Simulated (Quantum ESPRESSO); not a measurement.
**ZnS (Wurtzite-2H) under changes of volume**

One of the cells (19.603 Å³/atom); the others are scaled copies at fixed shape and fractional positions:

```
CELL_PARAMETERS angstrom
3.81100 0.00000 0.00000
-1.90550 3.30042 0.00000
0.00000 0.00000 6.23400
ATOMIC_POSITIONS crystal
Zn 0.66667 0.33333 0.50000
Zn 0.33333 0.66667 0.00000
S 0.66667 0.33333 0.88500
S 0.33333 0.66667 0.38500
```

```yaml
Program: Quantum ESPRESSO 7.5
Functional: PBE
Potentials_or_basis: SSSP 1.3 efficiency PBE
Cutoff: 748 eV
Density_cutoff: 5987 eV
k_mesh: 8 × 8 × 5
Occupations: fermi-dirac, width 0.05 eV
Spin: no spin polarisation
```

```tsv
volume (Å³/atom)	energy over the lowest point (meV/atom)	pressure (GPa)	gap on the mesh (eV)
18.427	?	?	?
18.819	25.05	5.9	2.44
19.211	12.73	4.0	2.34
19.603	4.73	2.4	2.24
19.995	0.61	0.9	2.15
20.387	0.00	-0.5	2.06
20.779	2.54	-1.7	1.97
```

Q: What does the run at 18.427 Å³/atom give?

A: Energy over the lowest point 42.19 meV/atom; pressure 8.0 GPa; gap on the mesh 2.53 eV.

Worked out: A Birch-Murnaghan fit of order 3 (a polynomial in V^(-2/3)) to the other rows has its minimum at 20.26 Å³/atom with B0 = V·E''(V) = 69 GPa and B' = 4.4 at fixed shape and positions, which overstates the stiffness. It gives 42.17 meV/atom at 18.427 Å³/atom, against the run's 42.19, and -dE/dV = 8.0 GPa, against 8.0. A straight line through the other rows of the gap, of slope -4.73 eV per unit of ln V (its deformation potential), extrapolates to 2.54 eV, against the run's 2.53.

Energies are extrapolated to zero smearing.
